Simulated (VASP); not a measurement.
# Al (R-3m) in VASP: further runs

Runs on Al. Level: PBE. Tasks: single point.

Everything below comes from runs of VASP 6.6.1. Logs are shortened: lines on timing, memory, paths and dates and some standing lists are left out, and cuts for length are marked.

## (1) The structure

Symmetry: R-3m, No. 166, trigonal system. Conventional cell: a = 5.336 Å, b = 5.336 Å, c = 1.961 Å, α = 90.00°, β = 90.00°, γ = 120.00°. Al (site symmetry -3m) has 2 Al at 1.96 Å as nearest neighbours.

This isn't the form of Al at room conditions, which is fcc.

## (2) Single point, PBE

File INCAR:

```
SYSTEM = Al
PREC = Accurate ; ENCUT = 520
EDIFF = 1E-7 ; ISMEAR = 0
SIGMA = 0.15 ; LREAL = .False.
LASPH = .True. ; NELM = 100
ALGO = Fast ; ISIF = 2
LWAVE = .False. ; LCHARG = .False.
GGA = PE ; NBANDS = 8
```

File KPOINTS:

```
regular mesh
0
Gamma
  24 24 24
  0 0 0
```

File POSCAR:

```
Al
1.0
   -2.1381448172      1.6350519191      1.6350519191
    1.6350519191     -2.1381448172      1.6350519191
    1.6350519191      1.6350519191     -2.1381448172
Al
1
Direct
    0.0000000000      0.0000000000      0.0000000000
```

Potentials or basis: VASP PAW PBE potentials, release 64 (Al).

Launch:

```sh
cat potpaw_PBE.64/Al/POTCAR > POTCAR
mpirun -np 1 vasp_std > vasp.out
```

OUTCAR:

```text
SYSTEM = Al
   PREC = Accurate
   ENCUT = 520
   EDIFF = 1E-7
   ISMEAR = 0
   LREAL = .False.
   LASPH = .True.
   NELM = 100
   ISIF = 2
   GGA = PE

 ion  position               nearest neighbor table
   1  0.000  0.000  0.000-

  LATTYP: Found a trigonal (rhomboedric) cell.
 ALAT       =     3.1493575243
 COS(alpha) =    -0.4354066986

  Lattice vectors:

 A1 = (  -2.1381448172,   1.6350519191,   1.6350519191)
 A2 = (   1.6350519191,  -2.1381448172,   1.6350519191)
 A3 = (   1.6350519191,   1.6350519191,  -2.1381448172)

Analysis of symmetry for initial positions (statically):
=====================================================================
 Subroutine PRICEL returns:
 Original cell was already a primitive cell.

 Routine SETGRP: Setting up the symmetry group for a
 trigonal (rhombohedral) supercell.

 Subroutine GETGRP returns: Found 12 space group operations
 (whereof 12 operations were pure point group operations)
 out of a pool of 12 trial point group operations.

The static configuration has the point symmetry D_3d.

Analysis of symmetry for dynamics (positions and initial velocities):
=====================================================================
 Subroutine PRICEL returns:
 Original cell was already a primitive cell.

 Routine SETGRP: Setting up the symmetry group for a
 trigonal (rhombohedral) supercell.

 Subroutine GETGRP returns: Found 12 space group operations
 (whereof 12 operations were pure point group operations)
 out of a pool of 12 trial point group operations.

The dynamic configuration has the point symmetry D_3d.

 Subroutine INISYM returns: Found 12 space group operations
 (whereof 12 operations are pure point group operations),
 and found     1 'primitive' translations

----------------------------------------------------------------------------------------

                                     Primitive cell

  volume of cell :      16.1157

  direct lattice vectors                    reciprocal lattice vectors
    -2.138144817  1.635051919  1.635051919     0.117789894  0.382817156  0.382817156
     1.635051919 -2.138144817  1.635051919     0.382817156  0.117789894  0.382817156
     1.635051919  1.635051919 -2.138144817     0.382817156  0.382817156  0.117789894

  length of vectors
     3.149357524  3.149357524  3.149357524     0.554050909  0.554050909  0.554050909

  position of ions in fractional coordinates (direct lattice)
     0.000000000  0.000000000  0.000000000

  ion indices of the primitive-cell ions
   primitive index   ion index
                 1           1

----------------------------------------------------------------------------------------

 KPOINTS: regular mesh

Automatic generation of k-mesh.
 Grid dimensions read from file:
 generate k-points for:   24   24   24

 Generating k-lattice:

  Cartesian coordinates                     Fractional coordinates (reciprocal lattice)
     0.004907912  0.015950715  0.015950715     0.041666667  0.000000000  0.000000000
     0.015950715  0.004907912  0.015950715     0.000000000  0.041666667  0.000000000
     0.015950715  0.015950715  0.004907912    -0.000000000 -0.000000000  0.041666667

  Length of vectors
     0.023085455  0.023085455  0.023085455

  Shift w.r.t. Gamma in fractional coordinates (k-lattice)
     0.000000000  0.000000000  0.000000000

 Subroutine IBZKPT returns following result:
 ===========================================

 Found   1313 irreducible k-points:

 Following reciprocal coordinates:
            Coordinates               Weight
  0.000000  0.000000  0.000000      1.000000
  0.041667  0.000000  0.000000      6.000000
  0.083333 -0.000000 -0.000000      6.000000
  0.125000  0.000000  0.000000      6.000000
  0.166667  0.000000  0.000000      6.000000
  0.208333  0.000000  0.000000      6.000000
[... 16 lines left out ...]
  0.416667  0.041667  0.000000     12.000000
  0.458333  0.041667  0.000000     12.000000
 [... further k-points ...]
   k-points           NKPTS =   1313   k-points in BZ     NKDIM =   1313   number of bands    NBANDS=      8
   number of dos      NEDOS =    301   number of ions     NIONS =      1
   total plane-waves  NPLWV =  13824
   dimension x,y,z NGX =    24 NGY =   24 NGZ =   24
   dimension x,y,z NGXF=    48 NGYF=   48 NGZF=   48
   ions per type =               1
   NGX,Y,Z   is equivalent  to a cutoff of  12.67, 12.67, 12.67 a.u.
   NGXF,Y,Z  is equivalent  to a cutoff of  25.34, 25.34, 25.34 a.u.
 SYSTEM =  Al
   PREC   = accura    normal or accurate (medium, high low for compatibility)
   ISTART =      0    job   : 0-new  1-cont  2-samecut
   ICHARG =      2    charge: 1-file 2-atom 10-const
   ISPIN  =      1    spin polarized calculation?
   LNONCOLLINEAR =      F non collinear calculations
   LSORBIT =      F    spin-orbit coupling
   LASPH  =      T    aspherical Exc in radial PAW
   ENCUT  =  520.0 eV  38.22 Ry    6.18 a.u.   5.86  5.86  5.86*2*pi/ulx,y,z
   NELM   =    100;   NELMIN=  2; NELMDL= -5     # of ELM steps
   EDIFF  = 0.1E-06   stopping-criterion for ELM
   LREAL  =      F    real-space projection
   EDIFFG = 0.1E-05   stopping-criterion for IOM
   NSW    =      0    number of steps for IOM
   IBRION =     -1    ionic relax: 0-MD 1-quasi-New 2-CG
   NFREE  =      0    steps in history (QN), initial steepest desc. (CG)
   ISIF   =      2    stress and relaxation
   ISYM   =      2    0-nonsym 1-usesym 2-fastsym
   POTIM  = 0.5000    time-step for ionic-motion
   TEBEG  =    0.0;   TEEND  =   0.0 temperature during run
   PSTRESS=    0.0 pullay stress
   NELECT =       3.0000    total number of electrons
   NUPDOWN=      -1.0000    fix difference up-down
   EMIN   =  10.00;   EMAX   =-10.00  energy-range for DOS
   EFERMI =   0.00;   METHOD = LEGACY
   ISMEAR =     0;   SIGMA  =   0.15  broadening in eV -4-tet -1-fermi 0-gaus
   EFERMI_NEDOS =   21; number of points for ismear=-14 and -15
   IALGO  =     68    algorithm
   IMIX   =      4    mixing-type and parameters
     AMIX     =   0.40;   BMIX     =  1.00
     AMIX_MAG =   1.60;   BMIX_MAG =  1.00
  volume/ion in A,a.u.               =      16.12       108.75
  Fermi-wavevector in a.u.,A,eV,Ry     =   0.934757  1.766435 11.888371  0.873771
  Thomas-Fermi vector in A             =   2.061595
   LORBIT       =      0    0 simple, 1 ext, 2 COOP (PROOUT), +10 PAW based schemes
   GGA     = PE    functional components
   LHFCALC =     F    Hartree Fock is set to
   AEXX    =    0.0000 exact exchange contribution
   IVDW    =     0    specifies the selected vdW correction
   LEPSILON=     F    determine dielectric tensor
   LRPA    =     F    only Hartree local field effects (RPA)
 non-spin polarized calculation
 RMM-DIIS sequential band-by-band and
 Gauss-broadening in eV      SIGMA  =   0.15
  energy-cutoff  :      520.00
  volume of cell :       16.12
 maximum number of plane-waves:       446
   NGX = 11   NGY = 11   NGZ = 11

 number of electron       3.0000000 magnetization

 Free energy of the ion-electron system (eV)
  ---------------------------------------------------
  ext. energy  EPLUGINS =         0.00000000
  ---------------------------------------------------
  free energy    TOTEN  =        -1.42121165 eV

  energy without entropy =       -1.41748388  energy(sigma->0) =       -1.41934777

 E-fermi :   7.7957     XC(G=0): -10.1203

 val. band max:        7.7944362810   @ k =   0.3333   0.2500   0.1667
 cond. band min:       7.7969941676   @ k =  -0.2500   0.3333   0.0833
 fundamental gap:      0.0025578866
 Fermi energy:         7.7956850217

 k-point     1 :       0.0000    0.0000    0.0000
  band No.  band energies     occupation
      1      -3.1609      2.00000
      2      14.5444      0.00000
      3      14.5444      0.00000
      4      16.3507      0.00000
      5      16.7196      0.00000
      6      16.7196      0.00000
      7      20.5844      0.00000
      8      38.2714      0.00000

 k-point     2 :       0.0417    0.0000    0.0000
  band No.  band energies     occupation
      1      -3.0824      2.00000
      2      14.3570      0.00000
      3      14.5142      0.00000
      4      16.5137      0.00000
      5      16.7568      0.00000
      6      16.9108      0.00000
      7      20.7929      0.00000
      8      36.4424      0.00000

 k-point     3 :       0.0833   -0.0000   -0.0000
  band No.  band energies     occupation
      1      -2.8472      2.00000
      2      13.9892      0.00000
      3      14.4357      0.00000
      4      16.7561      0.00000
      5      16.8889      0.00000
      6      17.5264      0.00000
      7      21.3853      0.00000
      8      33.7382      0.00000

 k-point     4 :       0.1250    0.0000    0.0000
  band No.  band energies     occupation
      1      -2.4568      2.00000
      2      13.6332      0.00000
      3      14.3427      0.00000
      4      17.0427      0.00000
      5      17.1491      0.00000
      6      18.3750      0.00000
      7      22.2938      0.00000
      8      30.8987      0.00000

 k-point     5 :       0.1667    0.0000    0.0000
  band No.  band energies     occupation
      1      -1.9135      2.00000
      2      13.3513      0.00000
      3      14.2783      0.00000
      4      17.3717      0.00000
      5      17.5520      0.00000
      6      19.3282      0.00000
      7      23.4586      0.00000
      8      28.1688      0.00000
[... 177 lines left out ...]
 k-point    22 :       0.3750    0.0417   -0.0000
  band No.  band energies     occupation
      1       3.9359      2.00000
      2      11.5120      0.00000
      3      16.1478      0.00000
      4      16.7330      0.00000
      5      17.8721      0.00000
      6      19.9585      0.00000
      7      22.5667      0.00000
      8      25.5809      0.00000

 k-point    23 :       0.4167    0.0417    0.0000
  band No.  band energies     occupation
      1       5.2182      2.00000
      2      10.1317      0.00000
      3      16.1116      0.00000
      4      16.8650      0.00000
      5      17.4735      0.00000
      6      19.2639      0.00000
      7      23.6047      0.00000
      8      27.0036      0.00000

 k-point    24 :       0.4583    0.0417    0.0000
  band No.  band energies     occupation
      1       6.1384      2.00000
      2       9.1184      0.00000
      3      15.6930      0.00000
      4      16.5644      0.00000
      5      17.7338      0.00000
      6      19.3300      0.00000
      7      24.2739      0.00000
      8      28.0286      0.00000

 [... further k-points ...]

------------------------ aborting loop because EDIFF is reached ----------------------------------------

  FORCE on cell =-STRESS in cart. coord.  units (eV):
  Direction    XX          YY          ZZ          XY          YZ          ZX
  --------------------------------------------------------------------------------------
  -------------------------------------------------------------------------------------
  Total        5.7086172      5.7086172      5.7086172      6.4899137      6.4899137      6.4899137
  in kB      567.5340176    567.5340176    567.5340176    645.2082272    645.2082272    645.2082272
  external PRESSURE =     567.5340176 kB  Pullay stress =       0.0000000 kB

 VOLUME and BASIS-vectors are now :
 -----------------------------------------------------------------------------
  energy-cutoff  :      520.00
  volume of cell :       16.12
      direct lattice vectors                 reciprocal lattice vectors
    -2.138144817  1.635051919  1.635051919     0.117789894  0.382817156  0.382817156
     1.635051919 -2.138144817  1.635051919     0.382817156  0.117789894  0.382817156
     1.635051919  1.635051919 -2.138144817     0.382817156  0.382817156  0.117789894

 POSITION                                       TOTAL-FORCE (eV/Angst)
 -----------------------------------------------------------------------------------
      0.00000      0.00000      0.00000         0.000000      0.000000      0.000000
 -----------------------------------------------------------------------------------
    total drift:                               -0.000000      0.000000      0.000000

  FREE ENERGIE OF THE ION-ELECTRON SYSTEM (eV)
  ---------------------------------------------------
  free  energy   TOTEN  =        -1.4212116482 eV

  energy  without entropy=       -1.4174838841  energy(sigma->0) =       -1.41934777
```

Wall time 2.5 min (1 thread of AMD EPYC 9R45 (Zen 5), shared host); peak memory 0.23 GiB.

Results:

```
Free energy            : -1.4212 eV
Pressure               : 56.8 GPa
Band gap on the k mesh : none (metal or under the smearing width)
```

Caveat: a pressure of tens of GPa on the cell as given is suspect, and the run, the potentials or the cell itself is likely at fault.

## (3) Single point, PBE

This run uses another cell than the first one, of the same volume but with other edges.

File INCAR:

```
SYSTEM = Al
ALGO     = Fast           ! electronic algorithm
EDIFF    = 1E-6           ! SCF threshold, eV
ENCUT    = 520            ! plane-wave cutoff, eV
GGA      = PE             ! functional
ISIF     = 2              ! what is computed and relaxed
ISMEAR   = 0              ! smearing method
LASPH    = .True.         ! aspherical terms in the spheres
LCHARG   = .False.        ! write CHGCAR
LREAL    = .False.        ! projectors in reciprocal space
LWAVE    = .False.        ! write WAVECAR
NBANDS   = 8              ! bands
NELM     = 100            ! most SCF steps
PREC     = Accurate       ! precision mode
SIGMA    = 0.15           ! smearing width, eV
```

File KPOINTS:

```
k-points
0
Gamma
  24 24 24
  0 0 0
```

File POSCAR:

```
Al
1.0
   -1.7637872346      1.5958074980      1.5958074980
    1.5958074980     -1.7637872346      1.5958074980
    1.5958074980      1.5958074980     -1.7637872346
Al
1
Direct
    0.0000000000      0.0000000000      0.0000000000
```

Potentials or basis: VASP PAW PBE potentials, release 64 (Al).

Launch:

```sh
cat potpaw_PBE.64/Al/POTCAR > POTCAR
mpirun -np 1 vasp_std > vasp.out
```

Wall time 94 s (1 thread of AMD EPYC 9R45 (Zen 5), shared host); peak memory 0.23 GiB.

The run converged. Its results:

* Free energy: -3.5243 eV
* Pressure: 7.6 GPa
* Band gap on the k mesh: none (metal or under the smearing width)

Stress tensor (GPa, compression positive):
```
7.61 8.29 8.29
8.29 7.61 8.29
8.29 8.29 7.61
```

Levels at points of the mesh, in eV from the Fermi level:
```tsv
k point	band 1	band 2	band 3	band 4	band 5
(0.00, 0.00, 0.00)	-11.28	11.82	12.46	12.46	12.47
(0.50, 0.00, 0.00)	-3.81	-2.68	7.57	8.21	9.85
(0.50, 0.50, 0.00)	-4.89	-4.84	6.96	7.40	13.84
(0.50, 0.50, 0.50)	1.00	2.66	2.66	3.12	3.12
```

## (4) Single point, PBE

This run uses another cell than the first one, of the same volume but with other edges.

File INCAR:

```
SYSTEM = Al
PREC = Accurate
ENCUT = 520
EDIFF = 1E-7
ISMEAR = 0
SIGMA = 0.15
LREAL = .False.
LASPH = .True.
NELM = 100
ALGO = Fast
ISIF = 2
LWAVE = .False.
LCHARG = .False.
GGA = PE
NBANDS = 8
```

File KPOINTS:

```
regular mesh
0
Gamma
  24 24 24
  0 0 0
```

File POSCAR:

```
Al
1.0
   -2.3389449096      1.6706749354      1.6706749354
    1.6706749354     -2.3389449096      1.6706749354
    1.6706749354      1.6706749354     -2.3389449096
Al
1
Direct
    0.0000000000      0.0000000000      0.0000000000
```

Potentials or basis: VASP PAW PBE potentials, release 64 (Al).

Launch:

```sh
cat potpaw_PBE.64/Al/POTCAR > POTCAR
mpirun -np 1 vasp_std > vasp.out
```

OUTCAR:

```text
SYSTEM = Al
   PREC = Accurate
   ENCUT = 520
   EDIFF = 1E-7
   ISMEAR = 0
   LREAL = .False.
   LASPH = .True.
   NELM = 100
   ISIF = 2
   GGA = PE

 ion  position               nearest neighbor table
   1  0.000  0.000  0.000-

  LATTYP: Found a trigonal (rhomboedric) cell.
 ALAT       =     3.3246011445
 COS(alpha) =    -0.4545454545

  Lattice vectors:

 A1 = (  -2.3389449096,   1.6706749354,   1.6706749354)
 A2 = (   1.6706749354,  -2.3389449096,   1.6706749354)
 A3 = (   1.6706749354,   1.6706749354,  -2.3389449096)

Analysis of symmetry for initial positions (statically):
=====================================================================
 Subroutine PRICEL returns:
 Original cell was already a primitive cell.

 Routine SETGRP: Setting up the symmetry group for a
 trigonal (rhombohedral) supercell.

 Subroutine GETGRP returns: Found 12 space group operations
 (whereof 12 operations were pure point group operations)
 out of a pool of 12 trial point group operations.

The static configuration has the point symmetry D_3d.

[... 164 lines left out ...]
 cond. band min:       7.5276364180   @ k =  -0.2917  -0.4167   0.2500
 fundamental gap:      0.0063871585
 Fermi energy:         7.5245761675

 k-point     1 :       0.0000    0.0000    0.0000
  band No.  band energies     occupation
      1      -3.3013      2.00000
      2      11.5966      0.00000
      3      11.5966      0.00000
      4      14.6259      0.00000
      5      14.8428      0.00000
      6      14.8428      0.00000
      7      19.0126      0.00000
      8      36.9680      0.00000
[... 243 lines left out ...]
 k-point    24 :       0.4583    0.0417    0.0000
  band No.  band energies     occupation
      1       7.5388      0.89346
      2      11.3729      0.00000
      3      16.2524      0.00000
      4      16.8434      0.00000
      5      18.0200      0.00000
      6      20.5938      0.00000
      7      24.6622      0.00000
      8      28.3242      0.00000

 [... further k-points ...]

------------------------ aborting loop because EDIFF is reached ----------------------------------------

  FORCE on cell =-STRESS in cart. coord.  units (eV):
  Direction    XX          YY          ZZ          XY          YZ          ZX
  --------------------------------------------------------------------------------------
  -------------------------------------------------------------------------------------
  Total       10.5414204     10.5414204     10.5414204     11.8613176     11.8613176     11.8613176
  in kB     1047.9971698   1047.9971698   1047.9971698   1179.2174907   1179.2174907   1179.2174907
  external PRESSURE =    1047.9971698 kB  Pullay stress =       0.0000000 kB

 VOLUME and BASIS-vectors are now :
 -----------------------------------------------------------------------------
  energy-cutoff  :      520.00
  volume of cell :       16.12
      direct lattice vectors                 reciprocal lattice vectors
    -2.338944910  1.670674935  1.670674935     0.166266801  0.415667004  0.415667004
     1.670674935 -2.338944910  1.670674935     0.415667004  0.166266801  0.415667004
     1.670674935  1.670674935 -2.338944910     0.415667004  0.415667004  0.166266801

 POSITION                                       TOTAL-FORCE (eV/Angst)
 -----------------------------------------------------------------------------------
      0.00000      0.00000      0.00000        -0.000000      0.000000     -0.000000
 -----------------------------------------------------------------------------------
    total drift:                               -0.000000      0.000000      0.000000

  FREE ENERGIE OF THE ION-ELECTRON SYSTEM (eV)
  ---------------------------------------------------
  free  energy   TOTEN  =         1.9386447743 eV

  energy  without entropy=        1.9451013788  energy(sigma->0) =        1.94187308
```

stdout:

```text
POSCAR found type information on POSCAR Al
 POSCAR found :  1 types and       1 ions
 scaLAPACK will be used
 LDA part: xc-table for (Slater+PW92), standard interpolation
 POSCAR, INCAR and KPOINTS ok, starting setup
 FFT: planning ... GRIDC
 FFT: planning ... GRID_SOFT
 FFT: planning ... GRID
 WAVECAR not read
 entering main loop
```

Wall time 4 min (1 thread of AMD EPYC 9R45 (Zen 5), shared host); peak memory 0.25 GiB.

What came out:

- Free energy: 1.9386 eV
- Pressure: 104.8 GPa
- Band gap on the k mesh: none (metal or under the smearing width)

Stress tensor (GPa, compression positive):
```
104.80 117.92 117.92
117.92 104.80 117.92
117.92 117.92 104.80
```

Caveat: a pressure of tens of GPa on the cell as given is suspect, and the run, the potentials or the cell itself is likely at fault.
